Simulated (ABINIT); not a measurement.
# SiC (Moissanite) (P6_3mc) in ABINIT: a series of runs, part 2 of 2

ABINIT 10.8.3 (patched build). The steps go on from the part before.

## 3. Band structure, PBEsol

Input file run.abi:

```
# Datasets: ground state, then fixed potential
ndtset 2

# Pseudopotentials
pp_dirpath "./"
pseudos "Si.GGA_PBE-JTH.xml, C.GGA_PBE-JTH.xml"

# Structure
acell 3.076 3.076 5.048 Angstrom
rprim
     1.0000000000     0.0000000000     0.0000000000
    -0.5000000000     0.8660254038     0.0000000000
     0.0000000000     0.0000000000     1.0000000000
ntypat 2
znucl 14 6
natom 4
typat 1 1 2 2
xcart
     2.9063987800     1.6780101176     4.7696687386
    -0.0000000003     3.3560202358     0.0000000000
     2.9063987800     1.6780101176     8.4423136672
    -0.0000000003     3.3560202358     3.6726449287

# Plane-wave basis
ecut 20.0
pawecutdg 40.0

# Exchange and correlation
ixc -116133

# Bands and occupations
occopt 3
tsmear 0.05 eV

# SCF cycle
nstep 100

# Output
iomode 3
prtwf 0
prteig 0
prtebands 0
enunit 2
prtden1 1

# Dataset 1
kptopt1 1
ngkpt1 10 10 5
nshiftk1 1
shiftk1 0.0 0.0 0.0
nband1 12
tolvrs1 1.0e-9

# Dataset 2: bands along G-M-K-G-A-L-H-A
iscf2 -2
getden2 1
nband2 16
nbdbuf2 2
tolwfr2 1.0e-12
kptopt2 -7
ndivsm2 8
prteig2 1
kptbounds2
     0.0000000000     0.0000000000     0.0000000000
     0.5000000000     0.0000000000     0.0000000000
     0.3333333333     0.3333333333     0.0000000000
     0.0000000000     0.0000000000     0.0000000000
     0.0000000000     0.0000000000     0.5000000000
     0.5000000000     0.0000000000     0.5000000000
     0.3333333333     0.3333333333     0.5000000000
     0.0000000000     0.0000000000     0.5000000000
```

Potentials or basis: JTH PAW PBE v2.0.

The run is started by

```console
> abinit run.abi > log 2>&1
```

run.abo:

```text
.Version 10.8.3 of ABINIT
 DATASET    1 : space group P6_3 m c (#186); Bravais hP (primitive hexag.)
================================================================================
 Values of the parameters that define the memory need for DATASET  1.
     intxc =       0    ionmov =       0      iscf =      17    lmnmax =       8
     lnmax =       4     mgfft =      40  mpssoang =       2    mqgrid =    3001
     natom =       4  nloc_mem =       2    nspden =       1   nspinor =       1
    nsppol =       1      nsym =      12    n1xccc =       1    ntypat =       2
    occopt =       3   xclevel =       2
       mpw =        1204          nfft =       23040          nkpt =          42
 PAW method is used; the additional fine FFT grid is defined by:
   mgfftf=        60    nfftf =     77760
================================================================================
================================================================================

 DATASET    2 : space group P6_3 m c (#186); Bravais hP (primitive hexag.)
================================================================================
 Values of the parameters that define the memory need for DATASET  2.
     intxc =       0    ionmov =       0      iscf =      -2    lmnmax =       8
     lnmax =       4     mgfft =      40  mpssoang =       2    mqgrid =    3001
     natom =       4  nloc_mem =       2    nspden =       1   nspinor =       1
    nsppol =       1      nsym =      12    n1xccc =       1    ntypat =       2
    occopt =       3   xclevel =       2
       mpw =        1208          nfft =       23040          nkpt =          93
 PAW method is used; the additional fine FFT grid is defined by:
   mgfftf=        60    nfftf =     77760
================================================================================
================================================================================

--------------------------------------------------------------------------------
------------- Echo of variables that govern the present computation ------------
--------------------------------------------------------------------------------
 -outvars: echo values of preprocessed input variables --------
            acell      5.8127975633E+00  5.8127975633E+00  9.5393374836E+00 Bohr
              amu      2.80855000E+01  1.20110000E+01
             ecut      2.00000000E+01 Hartree
           enunit           2
           getden1          0
           getden2          1
             iscf1         17
             iscf2         -2
                       outvar_i_n : Printing only first  50 k-points.
              ixc     -116133
           jdtset        1    2
                       outvar_i_n : Printing only first  50 k-points.
           kptopt1          1
           kptopt2         -7
         kptrlatt       10    0    0      0   10    0      0    0    5
          kptrlen1     4.76966874E+01
          kptrlen2     3.00000000E+01
            natom           4
            nband1         12
            nband2         16
           nbdbuf1          0
           nbdbuf2          2
[... 920 lines left out ...]
   0.46437    0.51198    0.52858    0.53121    0.56935    0.60992    0.61382    0.70157
 kpt#   3, nband= 16, wtk=  1.00000, kpt=  0.0667  0.0000  0.0000 (reduced coord)
  -0.28284   -0.15323   -0.02616    0.21928    0.23090    0.27283    0.28211    0.29176
   0.47219    0.51177    0.52795    0.53614    0.57308    0.60525    0.61955    0.68169
 kpt#   4, nband= 16, wtk=  1.00000, kpt=  0.1000  0.0000  0.0000 (reduced coord)
  -0.27929   -0.15018   -0.02285    0.20122    0.22520    0.26023    0.27987    0.28913
   0.47792    0.51303    0.53086    0.54381    0.57330    0.60336    0.62835    0.66247
 kpt#   5, nband= 16, wtk=  1.00000, kpt=  0.1333  0.0000  0.0000 (reduced coord)
  -0.27433   -0.14596   -0.01828    0.17953    0.21825    0.24425    0.27666    0.28525
   0.47377    0.52169    0.53773    0.55321    0.56342    0.61053    0.63906    0.64608
 kpt#   6, nband= 16, wtk=  1.00000, kpt=  0.1667  0.0000  0.0000 (reduced coord)
  -0.26799   -0.14064   -0.01251    0.15586    0.21062    0.22591    0.27261    0.27990
[... 247 lines left out ...]
 kpt#  89, nband= 16, wtk=  1.00000, kpt=  0.0741  0.0741  0.5000 (reduced coord)
  -0.23160   -0.23160    0.13122    0.13122    0.21794    0.21794    0.24276    0.24276
   0.50572    0.50572    0.53824    0.53824    0.58833    0.58833    0.63628    0.63628
 kpt#  90, nband= 16, wtk=  1.00000, kpt=  0.0556  0.0556  0.5000 (reduced coord)
  -0.23606   -0.23606    0.13048    0.13048    0.23292    0.23292    0.24949    0.24949
   0.50952    0.50952    0.53793    0.53793    0.57378    0.57378    0.63416    0.63416
 kpt#  91, nband= 16, wtk=  1.00000, kpt=  0.0370  0.0370  0.5000 (reduced coord)
  -0.23926   -0.23926    0.12949    0.12949    0.24589    0.24589    0.25425    0.25425
   0.50707    0.50707    0.54379    0.54379    0.56278    0.56278    0.62978    0.62978
 kpt#  92, nband= 16, wtk=  1.00000, kpt=  0.0185  0.0185  0.5000 (reduced coord)
  -0.24119   -0.24119    0.12875    0.12875    0.25482    0.25482    0.25708    0.25708
   0.50254    0.50254    0.55117    0.55117    0.55648    0.55648    0.62460    0.62460
 kpt#  93, nband= 16, wtk=  1.00000, kpt=  0.0000  0.0000  0.5000 (reduced coord)
  -0.24183   -0.24183    0.12848    0.12848    0.25802    0.25802    0.25802    0.25802
   0.50050    0.50050    0.55449    0.55449    0.55449    0.55449    0.62214    0.62214
 Eigenvalues (   eV  ) for nkpt=  93  k points:
 kpt#   1, nband= 16, wtk=  1.00000, kpt=  0.0000  0.0000  0.0000 (reduced coord)
  -7.77421   -4.23653   -0.78426    6.42277    6.42277    7.72151    7.72151    7.99388
  12.54825   13.92387   14.40896   14.40896   15.44901   16.64916   16.64916   19.21769
 kpt#   2, nband= 16, wtk=  1.00000, kpt=  0.0333  0.0000  0.0000 (reduced coord)
  -7.75479   -4.21973   -0.76608    6.30220    6.38631    7.64507    7.71071    7.98037
  12.63606   13.93161   14.38336   14.45507   15.49281   16.59672   16.70303   19.09080
 kpt#   3, nband= 16, wtk=  1.00000, kpt=  0.0667  0.0000  0.0000 (reduced coord)
  -7.69659   -4.16952   -0.71172    5.96695    6.28304    7.42398    7.67647    7.93909
  12.84900   13.92591   14.36628   14.58924   15.59424   16.46975   16.85879   18.54971
 kpt#   4, nband= 16, wtk=  1.00000, kpt=  0.1000  0.0000  0.0000 (reduced coord)
  -7.59984   -4.08650   -0.62179    5.47542    6.12797    7.08113    7.61577    7.86773
  13.00488   13.96022   14.44544   14.79770   15.60028   16.41826   17.09838   18.02680
 kpt#   5, nband= 16, wtk=  1.00000, kpt=  0.1333  0.0000  0.0000 (reduced coord)
  -7.46494   -3.97174   -0.49739    4.88534    5.93876    6.64625    7.52835    7.76204
  12.89198   14.19589   14.63236   15.05364   15.33156   16.61339   17.38963   17.58060
 kpt#   6, nband= 16, wtk=  1.00000, kpt=  0.1667  0.0000  0.0000 (reduced coord)
  -7.29247   -3.82700   -0.34051    4.24124    5.73139    6.14746    7.41818    7.61657
[... 248 lines left out ...]
  -6.30204   -6.30204    3.57062    3.57062    5.93047    5.93047    6.60578    6.60578
  13.76126   13.76126   14.64622   14.64622   16.00929   16.00929   17.31414   17.31414
 kpt#  90, nband= 16, wtk=  1.00000, kpt=  0.0556  0.0556  0.5000 (reduced coord)
  -6.42343   -6.42343    3.55043    3.55043    6.33812    6.33812    6.78893    6.78893
  13.86476   13.86476   14.63794   14.63794   15.61335   15.61335   17.25642   17.25642
 kpt#  91, nband= 16, wtk=  1.00000, kpt=  0.0370  0.0370  0.5000 (reduced coord)
  -6.51055   -6.51055    3.52355    3.52355    6.69114    6.69114    6.91861    6.91861
  13.79809   13.79809   14.79721   14.79721   15.31411   15.31411   17.13723   17.13723
 kpt#  92, nband= 16, wtk=  1.00000, kpt=  0.0185  0.0185  0.5000 (reduced coord)
  -6.56298   -6.56298    3.50342    3.50342    6.93393    6.93393    6.99556    6.99556
  13.67494   13.67494   14.99804   14.99804   15.14271   15.14271   16.99628   16.99628
 kpt#  93, nband= 16, wtk=  1.00000, kpt=  0.0000  0.0000  0.5000 (reduced coord)
  -6.58048   -6.58048    3.49612    3.49612    7.02103    7.02103    7.02103    7.02103
  13.61943   13.61943   15.08844   15.08844   15.08844   15.08844   16.92933   16.92933

== END DATASET(S) ==============================================================
================================================================================

 -outvars: echo values of variables after computation  --------
            acell      5.8127975633E+00  5.8127975633E+00  9.5393374836E+00 Bohr
           etotal1    -1.9456132081E+01
            fcart1    -1.3896812303E-28 -8.0233283241E-29  1.4407417496E-02
                      -3.2425895375E-28 -1.8721099423E-28  1.4407417496E-02
                       6.0219519981E-28  3.4767756071E-28 -1.4407417496E-02
                      -1.3896812303E-28 -8.0233283241E-29 -1.4407417496E-02
            rprim      1.0000000000E+00  0.0000000000E+00  0.0000000000E+00
                      -5.0000000000E-01  8.6602540380E-01  0.0000000000E+00
                       0.0000000000E+00  0.0000000000E+00  1.0000000000E+00
           strten1    -4.8028663737E-05 -4.8028663870E-05  1.1355315836E-04
                       0.0000000000E+00  0.0000000000E+00  0.0000000000E+00
           xangst      1.5379999995E+00  8.8796471309E-01  2.5240000000E+00
                      -5.1493416932E-10  1.7759294271E+00  0.0000000000E+00
                       1.5379999995E+00  8.8796471309E-01  4.4674799987E+00
                      -5.1493416932E-10  1.7759294271E+00  1.9434799987E+00
             xred      6.6666666632E-01  3.3333333298E-01  5.0000000000E-01
                       3.3333333299E-01  6.6666666631E-01  0.0000000000E+00
                       6.6666666632E-01  3.3333333298E-01  8.8499999973E-01
                       3.3333333299E-01  6.6666666631E-01  3.8499999973E-01
 Calculation completed.
```

It took 88 s on 1 thread of Arm Neoverse V1, shared host; peak memory 0.13 GiB.

What came out:

| Item | Value |
| --- | --- |
| Free energy | -529.4283 eV |
| Pressure | -0.2 GPa |
| Largest force | 0.741 eV/Å |
| Band gap on the k mesh | 2.33 eV, indirect (least direct gap 3.98 eV) |
| Band gap along the path | 2.17 eV, indirect (least direct gap 3.98 eV) |
| Valence electrons inside the program's atomic spheres | Si 1.67; C 2.56 |

Forces on the atoms (eV/Å):
```
Si   0.000  0.000  0.741
Si   0.000  0.000  0.741
C    0.000  0.000 -0.741
C    0.000  0.000 -0.741
```

Stress tensor (GPa, compression positive):
```
 1.41  0.00  0.00
 0.00  1.41  0.00
 0.00  0.00 -3.34
```

Levels at the corners of the path, in eV from the valence-band top:
```
point  band 6  band 7  band 8  band 9  band 10  band 11
    Γ   -0.27   -0.27    0.00    4.55     5.93     6.42
    M   -3.58   -3.33   -1.50    2.47     4.13     6.65
    K   -4.17   -4.10   -4.10    2.17     7.92     8.61
    Γ   -0.27   -0.27    0.00    4.55     5.93     6.42
    A   -0.97   -0.97   -0.97    5.63     5.63     7.09
    L   -2.72   -2.37   -2.37    3.06     3.06     4.91
    H   -5.94   -1.77   -1.77    4.74     4.74     5.87
    A   -0.97   -0.97   -0.97    5.63     5.63     7.09
```

Caveat: the PAW data sets were made with another functional, which shifts forces and pressure a little; the mesh misses the band edges, which the band path finds closer together. PBEsol gaps usually lie below the measured ones, often by a third to a half.
